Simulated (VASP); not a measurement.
## A VASP 6.6.1 single-point calculation on CuI

INCAR

```
EDIFF = 1E-7
LREAL = .FALSE.
NSW = 0
ISMEAR = -1
ENCUT = 520
LCHARG = .FALSE.
ISIF = 2
LWAVE = .FALSE.
GGA = CA
SIGMA = 0.02
LASPH = .TRUE.
IBRION = -1
NBANDS = 16
PREC = Medium
NELM = 56
```

KPOINTS

```
KPOINTS created by Atomic Simulation Environment
0
Gamma
8 8 8
0 0 0
```

POSCAR

```
Cu I
 1.0000000000000000
    -0.0000000000000000    2.8561104274992553    2.8561104274992553
     2.8561104274992553   -0.0000000000000000    2.8561104274992553
     2.8561104274992553    2.8561104274992553   -0.0000000000000000
 Cu  I
   1   1
Cartesian
 -0.0000000000000000 -0.0000000000000000 -0.0000000000000000
  2.8561104274992553  2.8561104274992553  2.8561104274992553
```

The recommended LDA PAW datasets give the neutral cell 18 valence electrons.

Command

```
mpirun -np 1 vasp_std
```

Q: Predict the outcome of this run.

A: It converged. Results: gap between bands v and c on the k mesh -0.54 eV (bands overlap: a metal); least direct gap on the k mesh 1.08 eV; pressure -5.1 GPa. Band v is the last that the valence electrons fill when counted band by band, and c is the next.

OSZICAR

```
N       E                     dE             d eps       ncg     rms          rms(c)
DAV:   1     0.980171133221E+02    0.98017E+02   -0.80986E+03   928   0.128E+03
DAV:   2    -0.126793353955E+00   -0.98144E+02   -0.89729E+02   968   0.236E+02
DAV:   3    -0.658434997020E+01   -0.64576E+01   -0.63352E+01  1288   0.648E+01
DAV:   4    -0.676646976693E+01   -0.18212E+00   -0.18206E+00  1200   0.963E+00
DAV:   5    -0.677113350119E+01   -0.46637E-02   -0.46637E-02  1352   0.155E+00    0.753E+00
DAV:   6    -0.677339238889E+01   -0.22589E-02   -0.37087E+00   976   0.506E+01    0.439E+00
DAV:   7    -0.651396171736E+01    0.25943E+00   -0.10111E+00   992   0.339E+01    0.207E+00
DAV:   8    -0.651837073331E+01   -0.44090E-02   -0.75325E-02  1248   0.575E+00    0.933E-01
DAV:   9    -0.651254755749E+01    0.58232E-02   -0.19196E-02  1176   0.381E+00    0.247E-01
DAV:  10    -0.651285347258E+01   -0.30592E-03   -0.76395E-04  1536   0.559E-01    0.230E-01
DAV:  11    -0.651251005574E+01    0.34342E-03   -0.10440E-03  1144   0.944E-01    0.588E-02
DAV:  12    -0.651250526056E+01    0.47952E-05   -0.81872E-05  1480   0.122E-01    0.248E-02
DAV:  13    -0.651250462782E+01    0.63274E-06   -0.35798E-06  1480   0.311E-02    0.150E-02
DAV:  14    -0.651250452607E+01    0.10175E-06   -0.72303E-08   896   0.265E-03    0.122E-02
DAV:  15    -0.651250439861E+01    0.12746E-06   -0.30664E-07  1256   0.123E-02    0.106E-03
DAV:  16    -0.651250440004E+01   -0.14379E-08   -0.49812E-08   584   0.220E-03
   1 F= -.65125044E+01 E0= -.65121959E+01  d E =-.616986E-03
```

For comparison, a separate LDA run of the intended cell, on usual settings and not on those above, gives a gap of -0.54 eV on its mesh and a pressure of -5.0 GPa.
